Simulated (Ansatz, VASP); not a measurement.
# KI: VASP beside Ansatz

Contents of INCAR:

```
ALGO     = Normal         # electronic algorithm
EDIFF    = 1E-6           # SCF threshold, eV
ENCUT    = 520            # plane-wave cutoff, eV
GGA      = PE             # functional
ISIF     = 2              # what is computed and relaxed
ISMEAR   = 0              # smearing method
LASPH    = True           # aspherical terms in the spheres
LCHARG   = False          # write CHGCAR
LREAL    = False          # projectors in reciprocal space
LWAVE    = False          # write WAVECAR
NBANDS   = 15             # bands
NELM     = 60             # most SCF steps
PREC     = Accurate       # precision mode
SIGMA    = 0.05           # smearing width, eV
```

KPOINTS

```
k-points
0
Gamma
  6 6 6
```

The input POSCAR:

```
KI
1.0
    0.0000000000      3.5245500000      3.5245500000
    3.5245500000      0.0000000000      3.5245500000
    3.5245500000      3.5245500000      0.0000000000
K I
1 1
Direct
   -0.0075233730      0.0075233730      0.0000000000
    0.5000000000      0.5000000000      0.5000000000
```

Input for Ansatz:

```yaml
crystal:
  lattice:
    - [0.0, 3.52455, 3.52455]
    - [3.52455, 0.0, 3.52455]
    - [3.52455, 3.52455, 0.0]
  atoms:
    - { symbol: K, position: [-0.007523373, 0.007523373, 0.0] }
    - { symbol: I, position: [0.5, 0.5, 0.5] }
basis:
  ecutwfc: 420
kpoints:
  mp_grid: { grid: [6, 6, 6] }
hamiltonian:
  xc: pbe
scf:
  occupations: { method: gaussian, width: 0.05 }
output:
  forces: true
  stress: true
  eigenvalues: true
```

Change from the starting cell: all K atoms moved +0.037 Å, as atom 1 along Cartesian [1 -1 0].

Alike in both runs: task single point; functional PBE; k mesh 6 × 6 × 6; occupations gaussian, width 0.05 eV; no spin polarisation.

|  | VASP | Ansatz |
| --- | --- | --- |
| version | VASP 6.6.1 | Ansatz 0.2.0 |
| potentials or method | VASP PAW PBE potentials, release 64 (K_sv, I) | scalar-relativistic, plane waves, PAW |
| plane-wave cutoff (eV) | 520 | 420 |
| valence electrons in the cell | 16 | 26 |

```tsv
	VASP	Ansatz	Ansatz less VASP
gap on the k mesh at the Fermi level (eV)	3.98	3.98	+0.004
least direct gap on the mesh (eV)	3.98	3.98	+0.004
pressure (GPa)	0.7	0.7	-0.04
rms of the force components (eV/Å)	0.024	0.024	-0.0002
```

Atom by atom the forces differ by 0.000 eV/Å (rms over components). The functional is the same, so the differences come from potentials, cutoffs and numerics. The two sets of potentials don't hold the same shells in valence.

Caveats: spin-orbit coupling is left out, which moves the levels of the heavy elements.
